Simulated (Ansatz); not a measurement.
**Convergence notes, G0W0 on MgO (CsCl type)**

MgO, CsCl type, relaxed with r2SCAN; one-shot G0W0 in Ansatz without spin-orbit coupling. Simulation only: spin-unpolarised, and no claim that this is the phase found in nature.

```cif
data_structure
_symmetry_space_group_name_H-M 'Pm-3m'
_symmetry_Int_Tables_number 221
_cell_length_a 2.6233
_cell_length_b 2.6233
_cell_length_c 2.6233
_cell_angle_alpha 90.000
_cell_angle_beta 90.000
_cell_angle_gamma 90.000
_cell_volume 18.05
loop_
_atom_site_label
_atom_site_type_symbol
_atom_site_symmetry_multiplicity
_atom_site_Wyckoff_symbol
_atom_site_fract_x
_atom_site_fract_y
_atom_site_fract_z
_atom_site_occupancy
Mg1 Mg 1 a 0.00000 0.00000 0.00000 1
O1 O 1 b 0.50000 0.50000 0.50000 1
```

Gaps are read over the mesh points alone. G0W0 here is at a finite number of bands, screening cutoff and k mesh, not at the basis limit.
```csv
start,potentials,frequency model,mesh,empty bands,screening cutoff (eV),Kohn-Sham gap (eV),G0W0 gap (eV)
PBE,PAW,contour deformation,6×6×6,40,100,2.64,4.30
PBE,PAW,contour deformation,6×6×6,99,180,2.64,4.56
PBE,PAW,contour deformation,6×6×6,192,260,2.64,4.66
HSE06,PAW,contour deformation,6×6×6,99,180,4.20,5.37
r2SCAN,PAW,contour deformation,6×6×6,99,180,3.49,5.03
PBE0,PAW,contour deformation,6×6×6,99,180,4.94,5.58
PBE,PAW,Godby-Needs pole,6×6×6,99,180,2.64,4.52
PBE,PAW,contour deformation,10×10×10,29,80,2.64,4.19
PBE,norm-conserving,contour deformation,6×6×6,99,180,2.64,4.56
```

Over the mesh points the PBE gap of 2.64 eV becomes a quasiparticle gap of 4.66 eV (M to Γ), a change of +2.03 eV. Renormalisation factors Z lie between 0.74 and 0.85.

Raising bands and cutoff together moves the gap by +0.26 eV (100 to 180 eV), then +0.10 eV (180 to 260 eV); the last step is still large, so the basis limit isn't reached. Starting from HSE06 (4.20 eV against PBE's 2.64 eV) gives 5.37 eV, +0.81 eV from G0W0@PBE at the same screening cutoff. Starting from r2SCAN (3.49 eV against PBE's 2.64 eV) gives 5.03 eV, +0.47 eV from G0W0@PBE at the same screening cutoff. Starting from PBE0 (4.94 eV against PBE's 2.64 eV) gives 5.58 eV, +1.02 eV from G0W0@PBE at the same screening cutoff. The Godby-Needs plasmon pole differs from contour deformation by -0.05 eV. Norm-conserving potentials (wave cutoff 1240 eV against 420 eV) shift the quasiparticle gap by 0.00 eV and the PBE gap by 0.00 eV. r2SCAN runs take a wave cutoff of 500 eV.
